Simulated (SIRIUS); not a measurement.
# PtS2 (P-3m1) in SIRIUS: equation of state, part 3 of 4

SIRIUS 7.12.0. The steps go on from the part before.

### 5 Equation of state, PBEsol, 18.63 Å³/atom (volume scaled by 1.02)

sirius.json reads:

```json
{
  "control": {
    "processing_unit": "cpu",
    "std_evp_solver_name": "lapack",
    "gen_evp_solver_name": "lapack",
    "verbosity": 2,
    "print_forces": false,
    "ortho_rf": true,
    "use_second_variation": true,
    "rmt_max": 3.0,
    "num_bands_to_print": 24,
    "save_wf": true
  },
  "parameters": {
    "electronic_structure_method": "full_potential_lapwlo",
    "xc_functionals": ["XC_GGA_X_PBE_SOL", "XC_GGA_C_PBE_SOL"],
    "core_relativity": "dirac",
    "valence_relativity": "iora",
    "num_fv_states": 40,
    "smearing": "fermi_dirac",
    "smearing_width": 0.0018374661,
    "pw_cutoff": 21,
    "gk_cutoff": 4.04,
    "lmax_apw": 11,
    "lmax_rho": 8,
    "lmax_pot": 8,
    "num_mag_dims": 0,
    "auto_rmt": 0,
    "ngridk": [9, 9, 5],
    "shiftk": [0, 0, 0],
    "num_dft_iter": 80,
    "energy_tol": 1e-07,
    "density_tol": 1e-05,
    "use_symmetry": true
  },
  "settings": {"tol_ne": 1e-10},
  "iterative_solver": {"type": "exact"},
  "mixer": {"type": "anderson", "beta": 0.5, "max_history": 8},
  "unit_cell": {
    "lattice_vectors": [[6.7400211328, 0.0, 0.0], [-3.3700105665, 5.8370295231, 0.0], [0.0, 0.0, 9.5850131192]],
    "atom_types": ["Pt", "S"],
    "atom_files": {"Pt": "Pt.json", "S": "S.json"},
    "atoms": {"Pt": [[0.0, 0.0, 0.0]], "S": [[0.6666666667, 0.3333333333, 0.773], [0.3333333333, 0.6666666667, 0.227]]}
  }
}
```

Pt.json reads:

```json
{
  "name": "platinum",
  "symbol": "Pt",
  "number": 78,
  "mass": 195.084,
  "rmin": 1e-06,
  "rmt": 2.28,
  "nrmt": 800,
  "rinf": 13.69,
  "core": "1s2s2p3s3p3d4s4p4d",
  "valence": [
    {"basis": [{"enu": 0.05, "dme": 0, "n": 0, "auto": 0}, {"enu": 0.05, "dme": 1, "n": 0, "auto": 0}]},
    {"l": 0, "n": 1, "basis": [{"enu": 0.15, "dme": 0, "n": 0, "auto": 0}]},
    {"l": 1, "n": 2, "basis": [{"enu": 0.15, "dme": 0, "n": 0, "auto": 0}]},
    {"l": 2, "n": 3, "basis": [{"enu": 0.15, "dme": 0, "n": 0, "auto": 0}]},
    {"l": 3, "n": 4, "basis": [{"enu": 0.15, "dme": 0, "n": 0, "auto": 0}]},
    {"l": 4, "n": 5, "basis": [{"enu": 0.15, "dme": 0, "n": 0, "auto": 0}]}
  ],
  "lo": [
    {"l": 0, "basis": [{"enu": 0.15, "dme": 0, "n": 0, "auto": 0}, {"enu": 0.15, "dme": 1, "n": 0, "auto": 0}]},
    {
      "l": 0,
      "basis": [{"enu": -3.3687, "dme": 0, "n": 5, "auto": 1}, {"enu": -3.3687, "dme": 1, "n": 5, "auto": 1}]
    },
    {
      "l": 0,
      "basis": [{"enu": -3.3687, "dme": 1, "n": 5, "auto": 1}, {"enu": 0.15, "dme": 0, "n": 0, "auto": 0}]
    },
    {"l": 0, "basis": [{"enu": 0.15, "dme": 0, "n": 0, "auto": 0}, {"enu": 3.2279, "dme": 0, "n": 0, "auto": 0}]},
    {"l": 1, "basis": [{"enu": 0.15, "dme": 0, "n": 0, "auto": 0}, {"enu": 0.15, "dme": 1, "n": 0, "auto": 0}]},
    {
      "l": 1,
      "basis": [{"enu": -1.6942, "dme": 0, "n": 5, "auto": 1}, {"enu": -1.6942, "dme": 1, "n": 5, "auto": 1}]
    },
    {
      "l": 1,
      "basis": [{"enu": -1.6942, "dme": 1, "n": 5, "auto": 1}, {"enu": 0.15, "dme": 0, "n": 0, "auto": 0}]
    },
    {"l": 1, "basis": [{"enu": 0.15, "dme": 0, "n": 0, "auto": 0}, {"enu": 3.6896, "dme": 0, "n": 0, "auto": 0}]},
    {"l": 2, "basis": [{"enu": 0.15, "dme": 0, "n": 0, "auto": 0}, {"enu": 0.15, "dme": 1, "n": 0, "auto": 0}]},
    {"l": 2, "basis": [{"enu": 0.15, "dme": 1, "n": 0, "auto": 0}, {"enu": 0.15, "dme": 2, "n": 0, "auto": 0}]},
    {"l": 2, "basis": [{"enu": 0.15, "dme": 0, "n": 0, "auto": 0}, {"enu": 3.1509, "dme": 0, "n": 0, "auto": 0}]},
    {"l": 3, "basis": [{"enu": 0.15, "dme": 0, "n": 0, "auto": 0}, {"enu": 0.15, "dme": 1, "n": 0, "auto": 0}]},
    {
      "l": 3,
      "basis": [{"enu": -2.2356, "dme": 0, "n": 4, "auto": 1}, {"enu": -2.2356, "dme": 1, "n": 4, "auto": 1}]
    },
    {
      "l": 3,
      "basis": [{"enu": -2.2356, "dme": 1, "n": 4, "auto": 1}, {"enu": 0.15, "dme": 0, "n": 0, "auto": 0}]
    },
    {"l": 3, "basis": [{"enu": 0.15, "dme": 0, "n": 0, "auto": 0}, {"enu": 4.6129, "dme": 0, "n": 0, "auto": 0}]},
    {"l": 4, "basis": [{"enu": 0.15, "dme": 0, "n": 0, "auto": 0}, {"enu": 0.15, "dme": 1, "n": 0, "auto": 0}]},
    {"l": 4, "basis": [{"enu": 0.15, "dme": 0, "n": 0, "auto": 0}, {"enu": 3.8434, "dme": 0, "n": 0, "auto": 0}]}
  ],
  "free_atom": [... radial grid and density of the free atom, the start of the SCF ...]
}
```

S.json reads:

```json
{
  "name": "sulphur",
  "symbol": "S",
  "number": 16,
  "mass": 32.065,
  "rmin": 1e-06,
  "rmt": 1.98,
  "nrmt": 800,
  "rinf": 13.52,
  "core": "1s",
  "valence": [
    {"basis": [{"enu": 0.05, "dme": 0, "n": 0, "auto": 0}, {"enu": 0.05, "dme": 1, "n": 0, "auto": 0}]},
    {"l": 0, "n": 1, "basis": [{"enu": 0.0134, "dme": 0, "n": 0, "auto": 0}]},
    {"l": 1, "n": 2, "basis": [{"enu": 0.15, "dme": 0, "n": 0, "auto": 0}]},
    {"l": 2, "n": 3, "basis": [{"enu": 0.15, "dme": 0, "n": 0, "auto": 0}]},
    {"l": 3, "n": 4, "basis": [{"enu": 0.15, "dme": 0, "n": 0, "auto": 0}]}
  ],
  "lo": [
    {
      "l": 0,
      "basis": [{"enu": 0.0134, "dme": 0, "n": 0, "auto": 0}, {"enu": 0.0134, "dme": 1, "n": 0, "auto": 0}]
    },
    {
      "l": 0,
      "basis": [{"enu": 0.0134, "dme": 1, "n": 0, "auto": 0}, {"enu": 0.0134, "dme": 2, "n": 0, "auto": 0}]
    },
    {
      "l": 0,
      "basis": [{"enu": -7.3263, "dme": 0, "n": 2, "auto": 1}, {"enu": -7.3263, "dme": 1, "n": 2, "auto": 1}]
    },
    {
      "l": 0,
      "basis": [{"enu": 0.0134, "dme": 0, "n": 0, "auto": 0}, {"enu": 3.0743, "dme": 0, "n": 0, "auto": 0}]
    },
    {"l": 1, "basis": [{"enu": 0.15, "dme": 0, "n": 0, "auto": 0}, {"enu": 0.15, "dme": 1, "n": 0, "auto": 0}]},
    {
      "l": 1,
      "basis": [{"enu": -5.3382, "dme": 0, "n": 2, "auto": 1}, {"enu": -5.3382, "dme": 1, "n": 2, "auto": 1}]
    },
    {
      "l": 1,
      "basis": [{"enu": -5.3382, "dme": 1, "n": 2, "auto": 1}, {"enu": 0.15, "dme": 0, "n": 0, "auto": 0}]
    },
    {"l": 1, "basis": [{"enu": 0.15, "dme": 0, "n": 0, "auto": 0}, {"enu": 4.8434, "dme": 0, "n": 0, "auto": 0}]},
    {"l": 2, "basis": [{"enu": 0.15, "dme": 0, "n": 0, "auto": 0}, {"enu": 0.15, "dme": 1, "n": 0, "auto": 0}]},
    {"l": 2, "basis": [{"enu": 0.15, "dme": 1, "n": 0, "auto": 0}, {"enu": 0.15, "dme": 2, "n": 0, "auto": 0}]},
    {"l": 2, "basis": [{"enu": 0.15, "dme": 0, "n": 0, "auto": 0}, {"enu": 4.1292, "dme": 0, "n": 0, "auto": 0}]},
    {"l": 3, "basis": [{"enu": 0.15, "dme": 0, "n": 0, "auto": 0}, {"enu": 0.15, "dme": 1, "n": 0, "auto": 0}]}
  ],
  "free_atom": [... radial grid and density of the free atom, the start of the SCF ...]
}
```

sirius_start.json reads:

```json
{
  "control": {
    "processing_unit": "cpu",
    "std_evp_solver_name": "lapack",
    "gen_evp_solver_name": "lapack",
    "verbosity": 1,
    "print_forces": false,
    "ortho_rf": true,
    "use_second_variation": true,
    "rmt_max": 3.0,
    "num_bands_to_print": 24,
    "save_wf": false
  },
  "parameters": {
    "electronic_structure_method": "full_potential_lapwlo",
    "xc_functionals": ["XC_LDA_X", "XC_LDA_C_PW"],
    "core_relativity": "dirac",
    "valence_relativity": "iora",
    "num_fv_states": 40,
    "smearing": "fermi_dirac",
    "smearing_width": 0.0055123983,
    "pw_cutoff": 21,
    "gk_cutoff": 3.23,
    "lmax_apw": 11,
    "lmax_rho": 8,
    "lmax_pot": 8,
    "num_mag_dims": 0,
    "auto_rmt": 0,
    "ngridk": [4, 4, 2],
    "shiftk": [0, 0, 0],
    "num_dft_iter": 30,
    "energy_tol": 0.01,
    "density_tol": 0.05,
    "use_symmetry": true
  },
  "settings": {"tol_ne": 1e-10},
  "iterative_solver": {"type": "exact"},
  "mixer": {"type": "anderson", "beta": 0.5, "max_history": 8},
  "unit_cell": {
    "lattice_vectors": [[6.7400211328, 0.0, 0.0], [-3.3700105665, 5.8370295231, 0.0], [0.0, 0.0, 9.5850131192]],
    "atom_types": ["Pt", "S"],
    "atom_files": {"Pt": "Pt.json", "S": "S.json"},
    "atoms": {"Pt": [[0.0, 0.0, 0.0]], "S": [[0.6666666667, 0.3333333333, 0.773], [0.3333333333, 0.6666666667, 0.227]]}
  }
}
```

Run with:

```console
$ OMP_NUM_THREADS=1 sirius.scf --input=sirius_start.json --output=start.json
$ OMP_NUM_THREADS=1 sirius.scf --input=sirius.json --output=output.json --task=1
```

Wall time 3.8 min (1 thread of Arm Neoverse V1, shared host); peak memory 0.81 GiB.

It converged, with:

* Free energy: -523513.1096 eV
* Band gap on the k mesh: 0.94 eV, indirect (least direct gap 0.98 eV)
* All electrons inside the program's atomic spheres: Pt 75.77; S 13.81 (radii Pt 2.28, S 1.98 bohr)

Caveat: spin-orbit coupling is left out, which moves the levels of the heavy elements; an odd mesh through Γ misses points on the zone boundary, where band edges often lie.

### 6 Equation of state, PBEsol, 18.99 Å³/atom (volume scaled by 1.04)

sirius.json, as its differences from that of step 5:

```diff
@@ -39,3 +39,3 @@
   "unit_cell": {
-    "lattice_vectors": [[6.7400211328, 0.0, 0.0], [-3.3700105665, 5.8370295231, 0.0], [0.0, 0.0, 9.5850131192]],
+    "lattice_vectors": [[6.7837887302, 0.0, 0.0], [-3.3918943651, 5.8749333744, 0.0], [0.0, 0.0, 9.6472552083]],
     "atom_types": ["Pt", "S"],
```

Pt.json reads:

```json
{
  "name": "platinum",
  "symbol": "Pt",
  "number": 78,
  "mass": 195.084,
  "rmin": 1e-06,
  "rmt": 2.28,
  "nrmt": 800,
  "rinf": 13.69,
  "core": "1s2s2p3s3p3d4s4p4d",
  "valence": [
    {"basis": [{"enu": 0.04, "dme": 0, "n": 0, "auto": 0}, {"enu": 0.04, "dme": 1, "n": 0, "auto": 0}]},
    {"l": 0, "n": 1, "basis": [{"enu": 0.14, "dme": 0, "n": 0, "auto": 0}]},
    {"l": 1, "n": 2, "basis": [{"enu": 0.14, "dme": 0, "n": 0, "auto": 0}]},
    {"l": 2, "n": 3, "basis": [{"enu": 0.14, "dme": 0, "n": 0, "auto": 0}]},
    {"l": 3, "n": 4, "basis": [{"enu": 0.14, "dme": 0, "n": 0, "auto": 0}]},
    {"l": 4, "n": 5, "basis": [{"enu": 0.14, "dme": 0, "n": 0, "auto": 0}]}
  ],
  "lo": [
    {"l": 0, "basis": [{"enu": 0.14, "dme": 0, "n": 0, "auto": 0}, {"enu": 0.14, "dme": 1, "n": 0, "auto": 0}]},
    {
      "l": 0,
      "basis": [{"enu": -3.3787, "dme": 0, "n": 5, "auto": 1}, {"enu": -3.3787, "dme": 1, "n": 5, "auto": 1}]
    },
    {
      "l": 0,
      "basis": [{"enu": -3.3787, "dme": 1, "n": 5, "auto": 1}, {"enu": 0.14, "dme": 0, "n": 0, "auto": 0}]
    },
    {"l": 0, "basis": [{"enu": 0.14, "dme": 0, "n": 0, "auto": 0}, {"enu": 3.2179, "dme": 0, "n": 0, "auto": 0}]},
    {"l": 1, "basis": [{"enu": 0.14, "dme": 0, "n": 0, "auto": 0}, {"enu": 0.14, "dme": 1, "n": 0, "auto": 0}]},
    {
      "l": 1,
      "basis": [{"enu": -1.7042, "dme": 0, "n": 5, "auto": 1}, {"enu": -1.7042, "dme": 1, "n": 5, "auto": 1}]
    },
    {
      "l": 1,
      "basis": [{"enu": -1.7042, "dme": 1, "n": 5, "auto": 1}, {"enu": 0.14, "dme": 0, "n": 0, "auto": 0}]
    },
    {"l": 1, "basis": [{"enu": 0.14, "dme": 0, "n": 0, "auto": 0}, {"enu": 3.6796, "dme": 0, "n": 0, "auto": 0}]},
    {"l": 2, "basis": [{"enu": 0.14, "dme": 0, "n": 0, "auto": 0}, {"enu": 0.14, "dme": 1, "n": 0, "auto": 0}]},
    {"l": 2, "basis": [{"enu": 0.14, "dme": 1, "n": 0, "auto": 0}, {"enu": 0.14, "dme": 2, "n": 0, "auto": 0}]},
    {"l": 2, "basis": [{"enu": 0.14, "dme": 0, "n": 0, "auto": 0}, {"enu": 3.1409, "dme": 0, "n": 0, "auto": 0}]},
    {"l": 3, "basis": [{"enu": 0.14, "dme": 0, "n": 0, "auto": 0}, {"enu": 0.14, "dme": 1, "n": 0, "auto": 0}]},
    {
      "l": 3,
      "basis": [{"enu": -2.2456, "dme": 0, "n": 4, "auto": 1}, {"enu": -2.2456, "dme": 1, "n": 4, "auto": 1}]
    },
    {
      "l": 3,
      "basis": [{"enu": -2.2456, "dme": 1, "n": 4, "auto": 1}, {"enu": 0.14, "dme": 0, "n": 0, "auto": 0}]
    },
    {"l": 3, "basis": [{"enu": 0.14, "dme": 0, "n": 0, "auto": 0}, {"enu": 4.6029, "dme": 0, "n": 0, "auto": 0}]},
    {"l": 4, "basis": [{"enu": 0.14, "dme": 0, "n": 0, "auto": 0}, {"enu": 0.14, "dme": 1, "n": 0, "auto": 0}]},
    {"l": 4, "basis": [{"enu": 0.14, "dme": 0, "n": 0, "auto": 0}, {"enu": 3.8334, "dme": 0, "n": 0, "auto": 0}]}
  ],
  "free_atom": [... radial grid and density of the free atom, the start of the SCF ...]
}
```

S.json reads:

```json
{
  "name": "sulphur",
  "symbol": "S",
  "number": 16,
  "mass": 32.065,
  "rmin": 1e-06,
  "rmt": 1.98,
  "nrmt": 800,
  "rinf": 13.52,
  "core": "1s",
  "valence": [
    {"basis": [{"enu": 0.04, "dme": 0, "n": 0, "auto": 0}, {"enu": 0.04, "dme": 1, "n": 0, "auto": 0}]},
    {"l": 0, "n": 1, "basis": [{"enu": 0.0034, "dme": 0, "n": 0, "auto": 0}]},
    {"l": 1, "n": 2, "basis": [{"enu": 0.14, "dme": 0, "n": 0, "auto": 0}]},
    {"l": 2, "n": 3, "basis": [{"enu": 0.14, "dme": 0, "n": 0, "auto": 0}]},
    {"l": 3, "n": 4, "basis": [{"enu": 0.14, "dme": 0, "n": 0, "auto": 0}]}
  ],
  "lo": [
    {
      "l": 0,
      "basis": [{"enu": 0.0034, "dme": 0, "n": 0, "auto": 0}, {"enu": 0.0034, "dme": 1, "n": 0, "auto": 0}]
    },
    {
      "l": 0,
      "basis": [{"enu": 0.0034, "dme": 1, "n": 0, "auto": 0}, {"enu": 0.0034, "dme": 2, "n": 0, "auto": 0}]
    },
    {
      "l": 0,
      "basis": [{"enu": -7.3363, "dme": 0, "n": 2, "auto": 1}, {"enu": -7.3363, "dme": 1, "n": 2, "auto": 1}]
    },
    {
      "l": 0,
      "basis": [{"enu": 0.0034, "dme": 0, "n": 0, "auto": 0}, {"enu": 3.0643, "dme": 0, "n": 0, "auto": 0}]
    },
    {"l": 1, "basis": [{"enu": 0.14, "dme": 0, "n": 0, "auto": 0}, {"enu": 0.14, "dme": 1, "n": 0, "auto": 0}]},
    {
      "l": 1,
      "basis": [{"enu": -5.3482, "dme": 0, "n": 2, "auto": 1}, {"enu": -5.3482, "dme": 1, "n": 2, "auto": 1}]
    },
    {
      "l": 1,
      "basis": [{"enu": -5.3482, "dme": 1, "n": 2, "auto": 1}, {"enu": 0.14, "dme": 0, "n": 0, "auto": 0}]
    },
    {"l": 1, "basis": [{"enu": 0.14, "dme": 0, "n": 0, "auto": 0}, {"enu": 4.8334, "dme": 0, "n": 0, "auto": 0}]},
    {"l": 2, "basis": [{"enu": 0.14, "dme": 0, "n": 0, "auto": 0}, {"enu": 0.14, "dme": 1, "n": 0, "auto": 0}]},
    {"l": 2, "basis": [{"enu": 0.14, "dme": 1, "n": 0, "auto": 0}, {"enu": 0.14, "dme": 2, "n": 0, "auto": 0}]},
    {"l": 2, "basis": [{"enu": 0.14, "dme": 0, "n": 0, "auto": 0}, {"enu": 4.1192, "dme": 0, "n": 0, "auto": 0}]},
    {"l": 3, "basis": [{"enu": 0.14, "dme": 0, "n": 0, "auto": 0}, {"enu": 0.14, "dme": 1, "n": 0, "auto": 0}]}
  ],
  "free_atom": [... radial grid and density of the free atom, the start of the SCF ...]
}
```

sirius_start.json, as its differences from that of step 5:

```diff
@@ -39,3 +39,3 @@
   "unit_cell": {
-    "lattice_vectors": [[6.7400211328, 0.0, 0.0], [-3.3700105665, 5.8370295231, 0.0], [0.0, 0.0, 9.5850131192]],
+    "lattice_vectors": [[6.7837887302, 0.0, 0.0], [-3.3918943651, 5.8749333744, 0.0], [0.0, 0.0, 9.6472552083]],
     "atom_types": ["Pt", "S"],
```

Potentials or basis: all-electron FP-LAPW, apw+lo standard.

Run with:

```console
$ OMP_NUM_THREADS=1 sirius.scf --input=sirius_start.json --output=start.json
$ OMP_NUM_THREADS=1 sirius.scf --input=sirius.json --output=output.json --task=1
```

Run time: 3.5 min. Hardware: 1 thread of Arm Neoverse V1, shared host; peak memory 0.82 GiB.

It converged, with:

| Item | Value |
| --- | --- |
| Free energy | -523513.1215 eV |
| Band gap on the k mesh | 0.92 eV, indirect (least direct gap 0.96 eV) |
| All electrons inside the program's atomic spheres | Pt 75.74; S 13.80 (radii Pt 2.28, S 1.98 bohr) |

Caveat: spin-orbit coupling is left out, which moves the levels of the heavy elements; an odd mesh through Γ misses points on the zone boundary, where band edges often lie.

(Part 3 of 4 ends here.)
